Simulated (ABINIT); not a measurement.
TiO2:

```xyz
6
Lattice="2.7060 -2.7067 0.0000 2.7060 2.7067 0.0000 -2.6335 0.0000 4.7966" Properties=species:S:1:pos:R:3 pbc="T T T"
Ti    0.7309   -1.9807    3.5975
Ti    2.0477    1.9807    1.1992
O     0.6963    0.6563    0.8018
O     2.0823   -0.6563    3.9949
O     3.3990    0.6563    1.5966
O    -0.6205   -0.6563    3.2001
```

The cell is a database's computed one.

| Property | Result |
| --- | --- |
| Program | ABINIT 10.8.3 (patched build) |
| Task | relaxation of cell and atoms |
| Functional | LDA |
| Potentials or basis | JTH PAW LDA v2.0 |
| Cutoff | 626 eV |
| k mesh | 4 × 4 × 3 |
| Occupations | fermi-dirac, width 0.05 eV |
| Spin | no spin polarisation |

At the start: pressure -12.5 GPa; volume 11.71 Å³/atom.

Question: How do energy, volume and symmetry change on relaxing?

Answer: Over 30 steps the energy falls by 29.3 meV/atom and the volume is 11.04 Å³/atom (-5.7 %); space group I4_1/amd (No. 141, to 0.05 Å).

Step by step:
```tsv
step	energy change (eV)	largest force (eV/Å)	pressure (GPa)	volume (Å³)
1	0.0000	0.3303	-12.51	70.26
2	-0.1478	0.0955	-4.68	67.61
3	-0.1692	0.1211	0.38	66.13
4	-0.1701	0.1135	0.08	66.20
5	-0.1713	0.0931	-0.12	66.22
6	-0.1716	0.0826	-0.07	66.20
7	-0.1725	0.0676	0.07	66.17
8	-0.1733	0.0822	0.14	66.17
9	-0.1742	0.0847	0.11	66.22
10	-0.1747	0.0700	0.03	66.27
11	-0.1750	0.0461	-0.04	66.30
12	-0.1752	0.0242	-0.05	66.30
13	-0.1753	0.0160	-0.02	66.29
14	-0.1753	0.0131	0.00	66.28
15	-0.1753	0.0118	0.01	66.27
16	-0.1753	0.0125	0.03	66.26
17	-0.1754	0.0159	0.04	66.25
18	-0.1755	0.0177	0.03	66.24
19	-0.1755	0.0141	0.02	66.24
20	-0.1756	0.0081	0.00	66.24
21	-0.1756	0.0057	0.00	66.24
22	-0.1756	0.0058	0.00	66.24
23	-0.1756	0.0064	0.00	66.24
24	-0.1756	0.0061	0.00	66.24
25	-0.1756	0.0052	0.00	66.24
26	-0.1756	0.0047	0.01	66.25
27	-0.1756	0.0042	0.01	66.25
28	-0.1756	0.0033	0.00	66.25
29	-0.1757	0.0020	0.00	66.26
30	-0.1757	0.0007	0.00	66.26
```

Final structure:
```
Ti O
1.0
     2.64475   -2.64503   -0.02026
     2.64475    2.64503   -0.02026
    -2.60980    0.00000    4.75617
Ti O
2 4
Direct
  0.87503 0.12497 0.75000
  0.12497 0.87503 0.25000
  0.08285 0.33289 0.16574
  0.91715 0.66711 0.83426
  0.66711 0.91715 0.33426
  0.33289 0.08285 0.66574
```

Caveat: the k mesh is coarse (spacing up to 0.44 Å⁻¹), so the values aren't converged; the atomic spheres overlap.
